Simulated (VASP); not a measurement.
# AlN: accuracy against cost in the smearing and plane-wave cutoff

A convergence test on AlN: the smearing and plane-wave cutoff. The atoms are off their equilibrium sites, so that forces can be compared too. The series runs use r2SCAN. The smearing tried: ISMEAR = -1, SIGMA = 0.01; ISMEAR = -1, SIGMA = 0.05; ISMEAR = -1, SIGMA = 0.1; ISMEAR = -1, SIGMA = 0.2; ISMEAR = -1, SIGMA = 0.5; ISMEAR = 1, SIGMA = 0.01; ISMEAR = 1, SIGMA = 0.05; ISMEAR = 1, SIGMA = 0.1; ISMEAR = 1, SIGMA = 0.2; ISMEAR = 1, SIGMA = 0.5; ISMEAR = -5. The plane-wave cutoff tried: ENCUT = 240; ENCUT = 300; ENCUT = 360; ENCUT = 400; ENCUT = 460; ENCUT = 520; ENCUT = 640; ENCUT = 800. The atoms of the start are displaced at random from the sites of a F-43m cell.

Program: VASP 6.6.1. Level of theory: r2SCAN; plane waves and PAW (Al, N). Results are calculated unless marked as measured.

### 1. The starting structure

Symmetry: Cm, No. 8, monoclinic system. That holds within 0.01 Å; VASP, at its tighter tolerance, finds 1 operation. Conventional cell: a = 5.350 Å, b = 3.089 Å, c = 3.089 Å, α = 90.00°, β = 125.26°, γ = 90.00°. Nearest to Al lie 4 N at 1.84 to 1.92 Å. Nearest to N lie 4 Al at 1.84 to 1.92 Å. Farther neighbours and most contacts between anions are not listed. That group holds within 0.01 Å; judged at 0.001 Å it is P1 (No. 1).

Structure file:

```
Al N
1.0
     0.00000    2.18399    2.18399
     2.18399    0.00000    2.18399
     2.18399    2.18399    0.00000
Al N
1 1
Direct
  0.00035 0.99402 0.01127
  0.74779 0.75620 0.74190
```

### 2. Smearing: ISMEAR = -1, SIGMA = 0.01

With a gap, smearing should do nothing until its tail reaches across the gap. r2SCAN adds the kinetic-energy density, costs more than a GGA and is run with LASPH.

Input file INCAR:

```
SYSTEM = AlN
PREC = Accurate
ENCUT = 520
EDIFF = 1E-06
NELM = 100
ISMEAR = -1
SIGMA = 0.01
LREAL = .FALSE.
ALGO = Normal
METAGGA = R2SCAN
LASPH = .TRUE.
NBANDS = 10
LORBIT = 11
LWAVE = .FALSE.
LCHARG = .FALSE.
KPAR = 2
ISIF = 2
```

Input file POSCAR:

```
AlN
1.0
    0.0000000000      2.1839935596      2.1839935596
    2.1839935596      0.0000000000      2.1839935596
    2.1839935596      2.1839935596      0.0000000000
Al N
1 1
Direct
    0.0003530000     -0.0059770000      0.0112680000
    0.7477940000      0.7561980000      0.7419040000
```

Input file KPOINTS:

```
Automatic mesh
0
Gamma
9 9 9
0 0 0
```

Potentials, in the order of the species: Al and N (PBE family, release 64).

On the command line:

```bash
$ mpirun -np 2 vasp_std
```

Log:

```text
[banner, memory and clock lines left out]
running    2 mpi-ranks, on    1 nodes
 distrk:  each k-point on    1 cores,    2 groups
 distr:  one band on    1 cores,    1 groups

 POSCAR found type information on POSCAR AlN
 POSCAR found :  2 types and       2 ions
|                                                                             |
|               ----> ADVICE to this user running VASP <----                  |
|                                                                             |
|     You enforced a specific xc type in the INCAR file but a different       |
|     [... a line on the potential file left out ...]
|     I HOPE YOU KNOW WHAT YOU ARE DOING!                                     |
|                                                                             |

 LDA part: xc-table for (None), standard interpolation
 POSCAR, INCAR and KPOINTS ok, starting setup
 FFT: planning ... GRIDC
 FFT: planning ... GRID_SOFT
 FFT: planning ... GRID
 WAVECAR not read
 entering main loop
       N       E                     dE             d eps       ncg     rms          rms(c)
DAV:   1     0.586441708739E+01    0.58644E+01   -0.40672E+03  7508   0.689E+02
DAV:   2    -0.225579582381E+02   -0.28422E+02   -0.27189E+02  8934   0.147E+02
DAV:   3    -0.234958343599E+02   -0.93788E+00   -0.93673E+00  8536   0.265E+01
DAV:   4    -0.235010229536E+02   -0.51886E-02   -0.51883E-02  8188   0.212E+00
DAV:   5    -0.235010905146E+02   -0.67561E-04   -0.67561E-04  8320   0.233E-01    0.890E+00
DAV:   6    -0.190233104854E+02    0.44778E+01   -0.91448E+00  8006   0.163E+01    0.362E+00
DAV:   7    -0.191352781921E+02   -0.11197E+00   -0.42013E-01  8002   0.481E+00    0.239E+00
DAV:   8    -0.191575013908E+02   -0.22223E-01   -0.41635E-02  7470   0.199E+00    0.626E-01
DAV:   9    -0.191560948187E+02    0.14066E-02   -0.56722E-03  8332   0.509E-01    0.148E-01
DAV:  10    -0.191562392586E+02   -0.14444E-03   -0.41240E-04  7786   0.158E-01    0.277E-02
DAV:  11    -0.191562277256E+02    0.11533E-04   -0.41121E-05  8304   0.412E-02    0.122E-02
DAV:  12    -0.191562274000E+02    0.32557E-06   -0.30724E-06  7492   0.151E-02
   1 F= -.19156227E+02 E0= -.19156227E+02  d E =-.218757E-15
```

Wall time 3 min (2 MPI ranks of AMD EPYC 7R43, shared host); peak memory 0.31 GiB.

Lines that name or quote the potential files are left out of all logs, and their timing lines are given in words.

From OUTCAR (step 2):

```text
ion  position               nearest neighbor table
   1  0.000  0.994  0.011-   2 1.84   2 1.89   2 1.92   2 1.92
   2  0.748  0.756  0.742-   1 1.84   1 1.89   1 1.92   1 1.92

  LATTYP: Found a face centered cubic cell.
 ALAT       =     4.3679871192

 Subroutine GETGRP returns: Found  1 space group operations
 (whereof  1 operations were pure point group operations)

The static configuration has the point symmetry C_1 .

 Found    365 irreducible k-points:

   k-points           NKPTS =    365   k-points in BZ     NKDIM =    365   number of bands    NBANDS=     10

   dimension x,y,z NGX =    24 NGY =   24 NGZ =   24
   dimension x,y,z NGXF=    48 NGYF=   48 NGZF=   48

   ENCUT  =  520.0 eV  38.22 Ry    6.18 a.u.   5.74  5.74  5.74*2*pi/ulx,y,z

   NELECT =       8.0000    total number of electrons

 k-points in reciprocal lattice and weights: Automatic mesh
   0.00000000  0.00000000  0.00000000       0.001
   0.11111111  0.00000000  0.00000000       0.003
   0.00000000  0.11111111  0.00000000       0.003
   0.00000000  0.00000000  0.11111111       0.003
   0.11111111  0.11111111  0.11111111       0.003
   0.22222222  0.00000000  0.00000000       0.003
   0.00000000  0.22222222  0.00000000       0.003
   0.00000000  0.00000000  0.22222222       0.003
   0.22222222  0.22222222  0.22222222       0.003
[...]
-0.44444444  0.22222222 -0.22222222       0.003
   0.22222222  0.44444444 -0.33333333       0.003

 average (electrostatic) potential at core
       1 -74.5241       2 -62.7670

 E-fermi :   6.1128

 k-point     1 :       0.0000    0.0000    0.0000
  band No.  band energies     occupation
      1     -10.0494      2.00000
      2       5.5295      2.00000
      3       5.7235      2.00000
      4       5.8220      2.00000
      5      10.5787      0.00000
      6      19.1959      0.00000
      7      19.2100      0.00000
      8      19.2401      0.00000
      9      24.2128      0.00000
    ...

 k-point     2 :       0.1111    0.0000    0.0000
  band No.  band energies     occupation
      1      -9.8689      2.00000
      2       4.7056      2.00000
      3       5.5313      2.00000
      4       5.7557      2.00000
      5      11.3583      0.00000
      6      18.7272      0.00000
      7      19.3390      0.00000
      8      19.4463      0.00000
      9      22.8395      0.00000
    ...

 k-point     3 :       0.0000    0.1111    0.0000
  band No.  band energies     occupation
      1      -9.8694      2.00000
      2       4.8011      2.00000
      3       5.4855      2.00000
      4       5.6823      2.00000
      5      11.3827      0.00000
      6      18.7275      0.00000
      7      19.3385      0.00000
      8      19.4116      0.00000
      9      22.9071      0.00000
    ...

  Total        0.0530308     -0.0004011      0.0479664      0.2173486     -0.1798630     -0.4381859
  in kB        4.0780672     -0.0308451      3.6886179     16.7141169    -13.8314681    -33.6965129
  external PRESSURE =       2.5786134 kB  Pullay stress =       0.0000000 kB

  energy-cutoff  :      520.00
  volume of cell :       20.83
      direct lattice vectors                 reciprocal lattice vectors
     0.000000000  2.183993560  2.183993560    -0.228938404  0.228938404  0.228938404
     2.183993560  0.000000000  2.183993560     0.228938404 -0.228938404  0.228938404
     2.183993560  2.183993560  0.000000000     0.228938404  0.228938404 -0.228938404

 POSITION                                       TOTAL-FORCE (eV/Angst)
 -----------------------------------------------------------------------------------
      2.19555      0.02538      2.17171        -0.302406     -0.743942      0.367472
      3.27185      3.25349      3.28471         0.302406      0.743942     -0.367472
 -----------------------------------------------------------------------------------
    total drift:                                0.005881      0.010882     -0.005399

  FREE ENERGIE OF THE ION-ELECTRON SYSTEM (eV)
  ---------------------------------------------------
  free  energy   TOTEN  =       -19.1562274000 eV

  energy  without entropy=      -19.1562274000  energy(sigma->0) =      -19.15622740

 total charge
# of ion       s       p       d       tot
------------------------------------------
    1        0.370   0.455   0.000   0.825
    2        1.231   2.668   0.000   3.899
--------------------------------------------------
tot          1.601   3.123   0.000   4.724

[... 3 further parts left out ...]
```

The gap is read on the k-mesh alone, so it is an upper bound where the band edges lie off the mesh. The PAW data sets were made with PBE, which is usual practice but a small mismatch for other functionals.

This step gave:

```yaml
scf_cycles: 12
electrons: 8
bands: 10
irreducible_k_points: 365
symmetry_operations: 1
free_energy_toten: -19.16 eV
fermi_energy: 6.113 eV
pressure: 0.2579 GPa
metallic: no
valence_top_at_k: 0, 0, 0
conduction_bottom_at_k: 0, 0.4444, 0.4444
least_direct_gap_at_k: 0, 0, 0
gap_on_the_k_mesh: 3.992 eV
least_direct_gap_on_the_k_mesh: 4.757 eV
```

The series starts at -9.5781 eV an atom and 0.26 GPa, after 12 cycles in 3 min. The entropy term T·S comes to 0.00 meV an atom in size.

### 3. Smearing: ISMEAR = -1, SIGMA = 0.05

Edit INCAR of step 2 so:

```diff
@@ -6,3 +6,3 @@
 ISMEAR = -1
-SIGMA = 0.01
+SIGMA = 0.05
 LREAL = .FALSE.
```

POSCAR is that of step 2.

KPOINTS is that of step 2.

On the command line:

```bash
$ mpirun -np 2 vasp_std
```

Log:

```text
[banner, memory and clock lines left out]
running    2 mpi-ranks, on    1 nodes
[...]
[... a notice as in an earlier step ...]

 LDA part: xc-table for (None), standard interpolation
 POSCAR, INCAR and KPOINTS ok, starting setup
[...]
entering main loop
       N       E                     dE             d eps       ncg     rms          rms(c)
DAV:   1     0.586352406713E+01    0.58635E+01   -0.40672E+03  7508   0.689E+02
DAV:   2    -0.225579582384E+02   -0.28421E+02   -0.27195E+02  8934   0.147E+02
DAV:   3    -0.234958343602E+02   -0.93788E+00   -0.93673E+00  8536   0.265E+01
[... 1 cycle as in an earlier step ...]
DAV:   5    -0.235010905148E+02   -0.67561E-04   -0.67561E-04  8320   0.233E-01    0.890E+00
DAV:   6    -0.190233104856E+02    0.44778E+01   -0.91448E+00  8006   0.163E+01    0.362E+00
[... 2 cycles as in an earlier step ...]
DAV:   9    -0.191560948188E+02    0.14066E-02   -0.56722E-03  8332   0.509E-01    0.148E-01
DAV:  10    -0.191562392587E+02   -0.14444E-03   -0.41240E-04  7786   0.158E-01    0.277E-02
DAV:  11    -0.191562277257E+02    0.11533E-04   -0.41121E-05  8304   0.412E-02    0.122E-02
DAV:  12    -0.191562274001E+02    0.32557E-06   -0.30724E-06  7492   0.151E-02
   1 F= -.19156227E+02 E0= -.19156227E+02  d E =-.200093E-10
```

Run time: 2.9 min. Hardware: 2 MPI ranks; peak memory 0.31 GiB.

OUTCAR, selected parts (step 3):

```text
  Total        0.0530308     -0.0004011      0.0479664      0.2173486     -0.1798630     -0.4381859
  in kB        4.0780672     -0.0308448      3.6886176     16.7141165    -13.8314678    -33.6965127
  external PRESSURE =       2.5786133 kB  Pullay stress =       0.0000000 kB

  FREE ENERGIE OF THE ION-ELECTRON SYSTEM (eV)
  ---------------------------------------------------
  free  energy   TOTEN  =       -19.1562274001 eV

  energy  without entropy=      -19.1562274001  energy(sigma->0) =      -19.15622740

[... 3 parts as in an earlier step ...]

[... 1 further part left out ...]
[key lines of the parts left out:]
E-fermi :   6.8426
```

Against the run before the energy at zero width stays within 0.01 meV an atom and the pressure within 0.01 GPa, after 12 cycles in 2.9 min. The entropy term T·S comes to 0.00 meV an atom in size.

### 4. Smearing: ISMEAR = -1, SIGMA = 0.1

Edit INCAR of step 3 so:

```diff
@@ -6,3 +6,3 @@
 ISMEAR = -1
-SIGMA = 0.05
+SIGMA = 0.1
 LREAL = .FALSE.
```

POSCAR is that of step 3.

KPOINTS is that of step 3.

On the command line:

```bash
$ mpirun -np 2 vasp_std
```

Log:

```text
[... set-up lines as in an earlier step ...]
 entering main loop
       N       E                     dE             d eps       ncg     rms          rms(c)
DAV:   1     0.586099704733E+01    0.58610E+01   -0.40672E+03  7508   0.689E+02
DAV:   2    -0.225579582385E+02   -0.28419E+02   -0.27188E+02  8934   0.147E+02
[... 1 cycle as in an earlier step ...]
DAV:   4    -0.235010229538E+02   -0.51886E-02   -0.51883E-02  8188   0.212E+00
DAV:   5    -0.235010905149E+02   -0.67561E-04   -0.67561E-04  8320   0.233E-01    0.890E+00
DAV:   6    -0.190233104852E+02    0.44778E+01   -0.91448E+00  8006   0.163E+01    0.362E+00
DAV:   7    -0.191352781923E+02   -0.11197E+00   -0.42013E-01  8002   0.481E+00    0.239E+00
DAV:   8    -0.191575013915E+02   -0.22223E-01   -0.41635E-02  7470   0.199E+00    0.626E-01
DAV:   9    -0.191560948184E+02    0.14066E-02   -0.56722E-03  8332   0.509E-01    0.148E-01
DAV:  10    -0.191562392584E+02   -0.14444E-03   -0.41240E-04  7786   0.158E-01    0.277E-02
DAV:  11    -0.191562277254E+02    0.11533E-04   -0.41121E-05  8304   0.412E-02    0.122E-02
DAV:  12    -0.191562273999E+02    0.32554E-06   -0.30724E-06  7492   0.151E-02
   1 F= -.19156227E+02 E0= -.19156227E+02  d E =-.236602E-09
```

It took 2.8 min on 2 MPI ranks; peak memory 0.31 GiB.

From OUTCAR (step 4):

```text
  Total        0.0530308     -0.0004011      0.0479664      0.2173486     -0.1798630     -0.4381859
  in kB        4.0780669     -0.0308450      3.6886180     16.7141166    -13.8314677    -33.6965125
  external PRESSURE =       2.5786133 kB  Pullay stress =       0.0000000 kB

  FREE ENERGIE OF THE ION-ELECTRON SYSTEM (eV)
  ---------------------------------------------------
  free  energy   TOTEN  =       -19.1562273999 eV

  energy  without entropy=      -19.1562273996  energy(sigma->0) =      -19.15622740

[... 3 parts as in an earlier step ...]

[... 1 further part left out ...]
[key lines of the parts left out:]
E-fermi :   7.8760
```

Against the run before the energy at zero width stays within 0.01 meV an atom and the pressure within 0.01 GPa, after 12 cycles in 2.8 min. The entropy term T·S comes to 0.00 meV an atom in size.

### 5. Smearing: ISMEAR = -1, SIGMA = 0.2

Edit INCAR of step 4 so:

```diff
@@ -6,3 +6,3 @@
 ISMEAR = -1
-SIGMA = 0.1
+SIGMA = 0.2
 LREAL = .FALSE.
```

POSCAR is that of step 4.

KPOINTS is that of step 4.

On the command line:

```bash
$ mpirun -np 2 vasp_std
```

Log:

```text
[... set-up lines as in an earlier step ...]
 entering main loop
       N       E                     dE             d eps       ncg     rms          rms(c)
DAV:   1     0.585171593838E+01    0.58517E+01   -0.40672E+03  7508   0.689E+02
DAV:   2    -0.225579582484E+02   -0.28410E+02   -0.27179E+02  8934   0.147E+02
DAV:   3    -0.234958343654E+02   -0.93788E+00   -0.93673E+00  8536   0.265E+01
DAV:   4    -0.235010229589E+02   -0.51886E-02   -0.51883E-02  8188   0.212E+00
[...]
DAV:  10    -0.191562402177E+02   -0.14444E-03   -0.41240E-04  7786   0.158E-01    0.277E-02
DAV:  11    -0.191562286863E+02    0.11531E-04   -0.41116E-05  8304   0.412E-02    0.122E-02
DAV:  12    -0.191562283604E+02    0.32591E-06   -0.30718E-06  7492   0.151E-02
   1 F= -.19156228E+02 E0= -.19156223E+02  d E =-.117031E-04
```

Wall time 3.1 min (2 MPI ranks); peak memory 0.32 GiB.

OUTCAR, selected parts (step 5):

```text
  Total        0.0530326     -0.0003986      0.0479683      0.2173499     -0.1798639     -0.4381890
  in kB        4.0782101     -0.0306529      3.6887655     16.7142170    -13.8315422    -33.6967464
  external PRESSURE =       2.5787743 kB  Pullay stress =       0.0000000 kB

 POSITION                                       TOTAL-FORCE (eV/Angst)
 -----------------------------------------------------------------------------------
      2.19555      0.02538      2.17171        -0.302406     -0.743940      0.367472
      3.27185      3.25349      3.28471         0.302406      0.743940     -0.367472
 -----------------------------------------------------------------------------------
    total drift:                                0.005881      0.010882     -0.005399

  FREE ENERGIE OF THE ION-ELECTRON SYSTEM (eV)
  ---------------------------------------------------
  free  energy   TOTEN  =       -19.1562283604 eV

  energy  without entropy=      -19.1562166573  energy(sigma->0) =      -19.15622251

[... 2 parts as in an earlier step ...]

[... 1 further part left out ...]
[key lines of the parts left out:]
E-fermi :   7.9758
```

Against the run before the energy at zero width stays within 0.01 meV an atom and the pressure within 0.01 GPa, after 12 cycles in 3.1 min. The entropy term T·S comes to 0.01 meV an atom in size.

### 6. Smearing: ISMEAR = -1, SIGMA = 0.5

Edit INCAR of step 5 so:

```diff
@@ -6,3 +6,3 @@
 ISMEAR = -1
-SIGMA = 0.2
+SIGMA = 0.5
 LREAL = .FALSE.
```

POSCAR is that of step 5.

KPOINTS is that of step 5.

On the command line:

```bash
$ mpirun -np 2 vasp_std
```

Log:

```text
[... set-up lines as in an earlier step ...]
 entering main loop
       N       E                     dE             d eps       ncg     rms          rms(c)
DAV:   1     0.578497263451E+01    0.57850E+01   -0.40672E+03  7508   0.689E+02
DAV:   2    -0.225585242211E+02   -0.28343E+02   -0.27108E+02  8934   0.147E+02
DAV:   3    -0.234963374938E+02   -0.93781E+00   -0.93665E+00  8536   0.265E+01
DAV:   4    -0.235015259285E+02   -0.51884E-02   -0.51881E-02  8188   0.212E+00
[...]
DAV:  10    -0.191594781285E+02   -0.14546E-03   -0.41124E-04  7782   0.158E-01    0.275E-02
DAV:  11    -0.191594668336E+02    0.11295E-04   -0.40426E-05  8316   0.409E-02    0.122E-02
DAV:  12    -0.191594665456E+02    0.28798E-06   -0.29585E-06  7470   0.150E-02
   1 F= -.19159467E+02 E0= -.19149064E+02  d E =-.208056E-01
```

The job ended after 3.2 min (2 MPI ranks; peak memory 0.31 GiB; 6.4 min of CPU time).

From OUTCAR (step 6):

```text
  Total        0.0598109      0.0065584      0.0547634      0.2184875     -0.1807380     -0.4407067
  in kB        4.5994577      0.5043377      4.2113101     16.8016977    -13.8987602    -33.8903561
  external PRESSURE =       3.1050351 kB  Pullay stress =       0.0000000 kB

 POSITION                                       TOTAL-FORCE (eV/Angst)
 -----------------------------------------------------------------------------------
      2.19555      0.02538      2.17171        -0.302121     -0.742897      0.367055
      3.27185      3.25349      3.28471         0.302121      0.742897     -0.367055
 -----------------------------------------------------------------------------------
    total drift:                                0.005864      0.010873     -0.005374

  FREE ENERGIE OF THE ION-ELECTRON SYSTEM (eV)
  ---------------------------------------------------
  free  energy   TOTEN  =       -19.1594665456 eV

  energy  without entropy=      -19.1386609901  energy(sigma->0) =      -19.14906377

[... 2 parts as in an earlier step ...]

[... 1 further part left out ...]
[key lines of the parts left out:]
E-fermi :   8.3342
```

Against the run before the energy at zero width moves by +3.58 meV an atom and the pressure by +0.05 GPa, after 12 cycles in 3.2 min. The entropy term T·S comes to 10.40 meV an atom in size.

(Part 1 of 3 ends here.)

[Lines on the potential files, build, host, timing and source positions are cut from VASP's logs without a mark.]

[Logs are printed without paths, hosts, clocks, repeated set-up lines and the standing remarks that a program may print on its own settings, such as how far it seeks lower states.]

[Hosts, paths, dates, database ids (printed as entryN), source tags and the programs' standing remarks are cut or masked in the printed files.]

[A measured line is paired with the nearest computed mode of its activity, which favours agreement.]

[In band tables of VASP the shares of atoms and orbitals are scaled to a sum of 1 inside the atoms' spheres.]
